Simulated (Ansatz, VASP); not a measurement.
# CdSe: VASP beside Ansatz, part 2 of 2

Wanted: the spread between two codes on one cell, functional and k mesh. The structure shown is the end of the Ansatz relaxation below.

VASP 6.6.1 and Ansatz 0.2.0.

So far. Step 3 (VASP: single point, PBEsol, pair 1): The run ends at a pressure of 0.90 GPa, with forces up to 0.0021 eV/Å.

## Step 5: Ansatz: relaxation, PBEsol

Level of this step: Ansatz beside VASP: Kohn-Sham DFT, plane waves, PBEsol (Ansatz).

This run makes the geometry at which the two programs are then compared. The cell compared in this pair holds 113.75 Å³, against 111.32 Å³ for the pair before.

The structure compared here is the end of the Ansatz relaxation.

Input file input.yaml:

```yaml
crystal:
  lattice:
    - [4.34501596, 0.0, 0.0]
    - [-2.17250798, 3.7628942012, 0.0]
    - [0.0, 0.0, 6.979387898]
  atoms:
    - { symbol: Cd, position: [0.3333333, 0.6666667, 0.0001281] }
    - { symbol: Cd, position: [0.6666667, 0.3333333, 0.5001281] }
    - { symbol: Se, position: [0.6666667, 0.3333333, 0.1244482] }
    - { symbol: Se, position: [0.3333333, 0.6666667, 0.6244482] }
kpoints:
  mp_grid: { grid: [8, 8, 4] }
scf:
  occupations: { method: fermi_dirac, width: 0.02 }
hamiltonian:
  xc: pbesol
  pseudopotentials: { kind: paw, azcp: { folder: soft_1 }, xc_functional: pbe }
basis:
  ecutwfc: 600
output:
  forces: true
  stress: true
relax:
  f_tol: 0.005
  max_steps: 70
  cell: { stress_tol: 0.02, p_target: 0, fix: [a, b, alpha, beta, gamma] }
```

Run with:

```bash
> ansatz run input.yaml --threads 4 --pin off --max-ram 18432MiB --backend cpu --events-out ev --progress --plain --runs-dir out
```

Numbers of over 12 decimals in the logs are rounded to 6 here.

The log of the run:

```text
[...]
Crystal: 4 atoms, lattice volume = 114.112 Å³
Basis set: ecut = 600 eV, 3825 PW (Γ), exchange–correlation on 72×72×120 points (8 copies of the dense FFT grid, shifted against one another)
Bands: 44, of which v1, the nominal top of the filled ones, is band 36 counted from 1 (35 counted from 0)
Symmetry: 12 space group operations
[...]
--- Relaxed structure (3 steps of the walk, 3 accepted, 1 SCFs on fresh bases) ---
[...]
cell:  # Å, volume = 113.7492 Å³
    - [4.345016, 0, 0]
    - [-2.172508, 3.762894, 0]
    - [0, 0, 6.957207]
  atoms:
    - { symbol: Cd, position: [0.333333, 0.666667, 0.00223313] }
    - { symbol: Cd, position: [0.666667, 0.333333, 0.502233] }
    - { symbol: Se, position: [0.666667, 0.333333, 0.122343] }
    - { symbol: Se, position: [0.333333, 0.666667, 0.622343] }
[key lines of the parts left out:]
SCF converged after 5 iterations
Free energy (F): -27218.963688 eV
Fermi energy:    7.274384 eV
P = ⅓ Tr σ = -0.5442 GPa (-5.442 kbar)
```

## Step 6: VASP: single point, PBEsol, pair 2

The same cell, functional, mesh and smearing now go to VASP, with its own data sets.

Input file INCAR:

```
SYSTEM = CdSe
PREC = Accurate
ENCUT = 500
EDIFF = 1E-06
NELM = 120
ISMEAR = -1
SIGMA = 0.02
LREAL = .FALSE.
ALGO = Normal
GGA = PS
NBANDS = 24
LORBIT = 11
LWAVE = .FALSE.
LCHARG = .FALSE.
ISIF = 2
LASPH = .TRUE.
GGA_COMPAT = .FALSE.
EFERMI = MIDGAP
KPAR = 2
```

Input file POSCAR:

```
CdSe
1.0
    4.3450159600      0.0000000000      0.0000000000
   -2.1725079800      3.7628942012      0.0000000000
    0.0000000000      0.0000000000      6.9572066395
Cd Se
2 2
Direct
    0.3333333333      0.6666666667      0.0022331318
    0.6666666667      0.3333333333      0.5022331318
    0.6666666667      0.3333333333      0.1223431682
    0.3333333333      0.6666666667      0.6223431682
```

Input file KPOINTS:

```
Automatic mesh
0
Gamma
8 8 4
0 0 0
```

Potentials, in the order of the species: Cd and Se (PBE family, release 64).

Run with:

```bash
> mpirun -np 2 vasp_std
```

The log of the run:

```text
[banner, memory and clock lines left out]
running    2 mpi-ranks, on    1 nodes
[...]
[... a notice as in an earlier step ...]

 LDA part: xc-table for (Slater+PW92), standard interpolation
 POSCAR, INCAR and KPOINTS ok, starting setup
[...]
entering main loop
       N       E                     dE             d eps       ncg     rms          rms(c)
DAV:   1     0.229652120367E+03    0.22965E+03   -0.16731E+04  1440   0.131E+03
DAV:   2    -0.177651896930E+01   -0.23143E+03   -0.22604E+03  1680   0.320E+02
DAV:   3    -0.130296733954E+02   -0.11253E+02   -0.11210E+02  1744   0.716E+01
DAV:   4    -0.131092864888E+02   -0.79613E-01   -0.79599E-01  1624   0.592E+00
[...]
DAV:  13    -0.123476831843E+02   -0.32236E-05   -0.16686E-05  1608   0.196E-02    0.902E-03
DAV:  14    -0.123476819336E+02    0.12507E-05   -0.35300E-06  1512   0.144E-02    0.372E-03
DAV:  15    -0.123476820327E+02   -0.99124E-07   -0.36830E-07   816   0.356E-03
   1 F= -.12347682E+02 E0= -.12347682E+02  d E =-.115096E-07
```

From OUTCAR (step 6):

```text
  Total       -0.3540205     -0.3540205      0.2337256      0.0000000      0.0000000      0.0000000
  in kB       -4.9864408     -4.9864408      3.2920661      0.0000000      0.0000000      0.0000000
  external PRESSURE =      -2.2269385 kB  Pullay stress =       0.0000000 kB

 POSITION                                       TOTAL-FORCE (eV/Angst)
 -----------------------------------------------------------------------------------
     -0.00000      2.50860      0.01554         0.000000     -0.000000      0.001112
      2.17251      1.25430      3.49414        -0.000000      0.000000      0.001112
      2.17251      1.25430      0.85117         0.000000     -0.000000     -0.001112
     -0.00000      2.50860      4.32977         0.000000     -0.000000     -0.001112
 -----------------------------------------------------------------------------------
    total drift:                               -0.000000      0.000000      0.000514

  FREE ENERGIE OF THE ION-ELECTRON SYSTEM (eV)
  ---------------------------------------------------
  free  energy   TOTEN  =       -12.3476820327 eV

  energy  without entropy=      -12.3476820212  energy(sigma->0) =      -12.34768203

[... 1 part as in an earlier step ...]

[... 2 further parts left out ...]
[key lines of the parts left out:]
E-fermi :   0.9957
```

The run ends at a pressure of -0.22 GPa, with forces up to 0.0011 eV/Å.

## Step 7: Differences

What differs besides the data sets and the points named for the pairs above, as far as they apply: the data sets hold 72 valence electrons in Ansatz (on its PAW soft_1 files) and 36 in VASP. Total energies have different zeros and are not compared.

Compared:

| quantity | Ansatz | VASP | difference |
| --- | --- | --- | --- |
| pressure (GPa) | -0.54 | -0.22 | -0.32 |
| gap on the k mesh (eV) | 0.525 | 0.525 | 0.000 |

A gap on the mesh is an upper bound, since the band edges may lie between its points.

## Step 8: Summary of results

| Quantity | Value |
| --- | --- |
| difference in gap on the k mesh (single point, PBEsol, pair 1) | -0.0019 eV |
| difference in gap on the k mesh (single point, PBEsol, pair 2) | -4.3e-4 eV |

**Reading.** The difference in gap on the k mesh is -0.0019 eV (single point, PBEsol, pair 1), within the 0.08 eV picked in this series as the mark of a large difference. The data sets hold unlike numbers of valence electrons (72 in Ansatz and 36 in VASP), so part of the differences comes from the potentials. How closely two codes agree says nothing of how well the functional describes the real material.

[Lines on the potential files, build, host, timing and source positions are cut from VASP's logs without a mark.]

[Logs are printed without paths, hosts, clocks, repeated set-up lines and the standing remarks that a program may print on its own settings, such as how far it seeks lower states.]

[Hosts, paths, dates, database ids (printed as entryN), source tags and the programs' standing remarks are cut or masked in the printed files.]
